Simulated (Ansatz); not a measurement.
Fe under changes of volume

One of the cells (12.019 Å³/atom); the others are scaled copies at fixed shape and fractional positions:

```
Fe
1.0
    -1.44300    1.44300    1.44300
     1.44300   -1.44300    1.44300
     1.44300    1.44300   -1.44300
Fe
1
Direct
  0.00000 0.00000 0.00000
```

```yaml
Program: Ansatz 0.2.0
Functional: LDA
Potentials_or_basis: all-electron LAPW, scalar-relativistic
Cutoff: 303 eV (chosen from the basis error)
Basis_error_allowed: 0.001 eV/atom
k_mesh: 13 × 13 × 13
Occupations: fermi-dirac, width 0.05 eV
Spin: collinear spin, ferromagnetic start
Starting_moments: "[3.0] μB"
```

```csv
volume (Å³/atom),energy over the lowest point (meV/atom),pressure (GPa),moment (μB per cell)
11.298,0.00,-17.7,2.09
11.538,?,?,?
11.778,63.06,-23.8,2.16
12.019,100.89,-26.1,2.20
12.259,141.48,-27.6,2.26
12.499,183.86,-28.8,2.33
12.740,227.81,-29.8,2.39
```

Question: What does the run at 11.538 Å³/atom give?

Answer: Energy over the lowest point 29.19 meV/atom; pressure -21.0 GPa; moment 2.12 μB per cell.

Worked out: A Birch-Murnaghan fit of order 3 (a polynomial in V^(-2/3)) to the other rows has no minimum within the range. It gives 29.08 meV/atom at 11.538 Å³/atom, against the run's 29.19, and -dE/dV = -21.2 GPa, against -21.0. A parabola through the other rows of the moment, of slope 0.144 μB per Å³/atom there, gives 2.12 μB, against the run's 2.12.

Energies are extrapolated to zero smearing.
